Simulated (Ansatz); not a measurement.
# MoSe2 (P6_3/mmc): other levels of theory at one geometry

Task: rerun one cell of MoSe2 (P6_3/mmc) with changes to spin–orbit coupling, and weigh what each level gives against its time.

The COD entry's cell or inner coordinates are ideal or old and differ from later refinements, so a difference from it is no clean test against experiment.

Method: DFT at several levels, plane waves, PAW, in Ansatz 0.2.0.

The runs add the D3(BJ) dispersion term to the functional named.

### 1 Starting point

Symmetry: P6_3/mmc, No. 194, hexagonal system. The conventional cell has a = 3.277 Å, b = 3.277 Å, c = 12.734 Å, α = 90.00°, β = 90.00°, γ = 120.00°. Mo (site symmetry -6m2) is surrounded by 6 Se at 2.53 Å. Se (site symmetry 3m) has 3 Mo at 2.53 Å as nearest neighbours.

Structure file:

```xyz
6
Lattice="3.2769 0.0000 0.0000 -1.6385 2.8379 0.0000 0.0000 0.0000 12.7341" Properties=species:S:1:pos:R:3 pbc="T T T"
Mo    0.0000    1.8919    3.1835
Mo    1.6385    0.9460    9.5506
Se    0.0000    1.8919    7.8766
Se    1.6385    0.9460    1.5095
Se    0.0000    1.8919   11.2246
Se    1.6385    0.9460    4.8575
```

An earlier run at PBE left this cell at 19.737 Å³/atom and 0.01 GPa (10×10×4 mesh), gap on the mesh 0.77 eV.

Levels to run: PBE+SOC. Hardware: 4 threads of Arm Neoverse V2, shared host.

### 2 PBE+SOC

File input.yaml:

```yaml
crystal:
  lattice:
    - [3.2769031934, 0.0, 0.0]
    - [-1.6384515967, 2.8378814112, 0.0]
    - [0.0, 0.0, 12.73411334]
  atoms:
    - { symbol: Mo, position: [0.3333333333, 0.6666666667, 0.25] }
    - { symbol: Mo, position: [0.6666666667, 0.3333333333, 0.75] }
    - { symbol: Se, position: [0.3333333333, 0.6666666667, 0.6185407763] }
    - { symbol: Se, position: [0.6666666667, 0.3333333333, 0.1185407763] }
    - { symbol: Se, position: [0.3333333333, 0.6666666667, 0.8814592237] }
    - { symbol: Se, position: [0.6666666667, 0.3333333333, 0.3814592237] }
basis:
  ecutwfc: 420
  ecutrho_ratio: 4
kpoints:
  mp_grid: { grid: [10, 10, 4] }
hamiltonian:
  xc: pbe
  dispersion: d3bj
scf:
  occupations: { method: gaussian, width: 0.05 }
output:
  forces: true
  stress: true
  eigenvalues: true
  populations: true
  dos: { projected: true, de: 0.02 }
magnetization:
  noncollinear: true
  spin_orbit: true
```

The run is started by

```bash
ansatz run input.yaml --threads 4 --pin off --max-ram 10240MiB --backend cpu --events-out ev --progress --plain --runs-dir out
```

What does the calculation give? Wanted: for each run, pressure.

**Answer**, as computed:

| level | mesh | gap on the mesh (eV) | pressure (GPa) | time |
| --- | --- | --- | --- | --- |
| PBE | 10×10×4 | 0.77 | 0.0 | 29 s* |
| PBE+SOC | 10×10×4 | 0.76 | 0.0 | 38 s* |

Times are on 4 threads of Arm Neoverse V2, shared host. * Includes bands or densities of states.

The gap hardly moves. Spin–orbit coupling alone moves the gap by -0.01 eV. Total energies of different levels have different zeros and can't be compared.

The gaps are Kohn-Sham values of a semilocal functional, not quasiparticle or optical gaps. Such gaps usually fall short of the measured ones.
